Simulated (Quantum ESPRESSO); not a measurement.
## BaTiO3 under changes of volume

One of the cells (12.840 Å³/atom); the others are scaled copies at fixed shape and fractional positions:

```
Ba Ti O
1.0
     2.82737    1.63238    2.31839
    -2.82737    1.63238    2.31839
     0.00000   -3.26476    2.31839
Ba Ti O
1 1 3
Direct
  0.00000 0.00000 0.00000
  0.48450 0.48450 0.48450
  0.50860 0.01750 0.50860
  0.01750 0.50860 0.50860
  0.50860 0.50860 0.01750
```

```yaml
Program: Quantum ESPRESSO 7.5
Functional: PBEsol
Potentials_or_basis: GBRV 1.5 PBEsol
Cutoff: 612 eV
Density_cutoff: 4898 eV
k_mesh: 7 × 7 × 7
Occupations: fermi-dirac, width 0.05 eV
Spin: no spin polarisation
```

```csv
volume (Å³/atom),energy over the lowest point (meV/atom),pressure (GPa),gap on the mesh (eV),largest force (eV/Å)
12.070,27.52,12.1,2.60,0.790
12.327,11.67,7.5,2.55,0.545
12.583,2.73,3.4,2.49,0.315
12.840,0.00,-0.2,2.44,0.130
13.097,2.82,-3.5,2.39,0.135
13.354,10.62,-6.4,2.34,0.298
13.611,?,?,?,?
```

Task: What does the run at 13.611 Å³/atom give?

Result: Energy over the lowest point 22.87 meV/atom; pressure -9.0 GPa; gap on the mesh 2.29 eV; largest force 0.478 eV/Å.

Worked out: A Birch-Murnaghan fit of order 3 (a polynomial in V^(-2/3)) to the other rows has its minimum at 12.83 Å³/atom with B0 = V·E''(V) = 174 GPa and B' = 4.5 at fixed shape and positions, which overstates the stiffness. It gives 22.90 meV/atom at 13.611 Å³/atom, against the run's 22.87, and -dE/dV = -9.0 GPa, against -9.0. A straight line through the other rows of the gap, of slope -2.59 eV per unit of ln V, extrapolates to 2.29 eV, against the run's 2.29.

Energies are extrapolated to zero smearing.

Caveats: spin-orbit coupling is left out, which moves the levels of the heavy elements; an odd mesh through Γ misses points on the zone boundary, where band edges often lie.
